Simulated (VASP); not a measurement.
## Ti: relaxation of cell and atoms with PBE+D3(BJ)

Crystal: Ti.

```
CELL_PARAMETERS angstrom
2.95000 0.00000 0.00000
-1.47500 2.55477 0.00000
0.00000 0.00000 4.68000
ATOMIC_POSITIONS crystal
Ti 0.66667 0.33333 0.75000
Ti 0.33333 0.66667 0.25000
```

```yaml
Program: VASP 6.6.1
Task: relaxation of cell and atoms
Functional: PBE
Dispersion: D3(BJ)
Potentials_or_basis: VASP PAW PBE potentials, release 64 (Ti_sv)
Cutoff: 600 eV
k_mesh: 8 × 8 × 6
Occupations: fermi-dirac, width 0.05 eV
Spin: no spin polarisation
Ladder: gaps
Further_INCAR_settings: ALGO = Normal; EDIFF = 1e-06; IBRION = 2; EDIFFG = -0.01; NSW = 40; ISIF = 3
```

| Quantity | Value |
| --- | --- |
| Relaxed volume | 16.47 Å³/atom |
| Relaxed cell | a = 2.884 Å, b = 2.884 Å, c = 4.570 Å, α = 90.00°, β = 90.00°, γ = 120.00° |
| Space group after relaxing (to 0.05 Å) | P6_3/mmc (No. 194) |
| Energy gained by relaxing | 28.7 meV/atom |
| Ionic steps | 3 |
| Pressure after relaxing | 0.0 GPa |
| Band gap on the k mesh | none (metal or under the smearing width) |
| Dispersion energy per atom | -0.636 eV |

Stress tensor (GPa, compression positive):
```
-0.02  0.00  0.00
 0.00 -0.02  0.00
 0.00  0.00 -0.10
```

The path:
```
step  energy change (eV)  largest force (eV/Å)  pressure (GPa)  volume (Å³)
   1              0.0000                0.0000           -7.38        35.27
   2             -0.0241                0.0000            6.72        31.29
   3             -0.0573                0.0000           -0.04        32.93
```

Final structure:
```yaml
crystal:
  lattice:
    - [2.88446, 0.00000, 0.00000]
    - [-1.44223, 2.49802, 0.00000]
    - [0.00000, 0.00000, 4.57024]
  atoms:
    - { symbol: Ti, position: [0.66667, 0.33333, 0.75000] }
    - { symbol: Ti, position: [0.33333, 0.66667, 0.25000] }
```

Levels at points of the mesh, in eV from the Fermi level:
| k point | band 9 | band 10 | band 11 | band 12 | band 13 | band 14 | band 15 | band 16 |
| --- | --- | --- | --- | --- | --- | --- | --- | --- |
| (0.00, 0.00, 0.00) | -6.35 | -2.84 | 0.79 | 0.79 | 0.90 | 0.91 | 1.32 | 1.32 |
| (0.50, 0.00, 0.00) | -2.43 | -2.33 | -2.00 | -0.59 | 0.47 | 0.66 | 1.24 | 3.55 |
| (0.00, 0.00, 0.50) | -4.42 | -4.42 | 0.06 | 0.06 | 0.69 | 0.69 | 0.69 | 0.69 |
| (0.50, 0.00, 0.50) | -2.70 | -2.70 | -0.90 | -0.90 | 1.46 | 1.46 | 1.81 | 1.81 |

It took 50 s on 1 thread of Intel(R) Xeon(R) Platinum 8488C (Sapphire Rapids) (shared host), peak memory 0.18 GiB.

Caveat: pairwise dispersion overbinds metals, which lowers pressure and volume.
